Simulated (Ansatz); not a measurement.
**AgCl (Chlorargyrite) in Ansatz: convergence with xc grid**

Crystal: AgCl (Chlorargyrite).

```
Ag Cl
1.0
     0.00000    2.73500    2.73500
     2.73500    0.00000    2.73500
     2.73500    2.73500    0.00000
Ag Cl
1 1
Direct
  0.00000 0.00000 0.00000
  0.50000 0.50000 0.50000
```

```yaml
Program: Ansatz 0.2.0
Task: convergence study
Functional: LDA
Potentials_or_basis: all-electron LAPW, scalar-relativistic
Cutoff: 217 eV (chosen from the basis error)
Basis_error_allowed: 0.001 eV/atom
k_mesh: 8 × 8 × 8
Occupations: fermi-dirac, width 0.05 eV
Spin: no spin polarisation
```

These are the settings of the first run; the series varies xc grid, with any setting tied to it.

Hardware: 1 thread of Arm Neoverse V1, on a shared host.

| xc grid | energy less the tightest run, at zero smearing (meV/atom) | SCF cycles | CPU time (s) | peak memory (GiB) |
| --- | --- | --- | --- | --- |
| 1 | 0.00 | 7 | 4.9 | 0.27 |
| 2 | 0.00 | 7 | 5 | 0.27 |
| 3 | 0.00 | 7 | 5.2 | 0.27 |
| 4 | 0.00 | 7 | 5.6 | 0.27 |

Against the tightest run, the energy stays within 1 meV/atom from 1 on. The tightest run that finished is the yardstick and may itself not be fully converged.
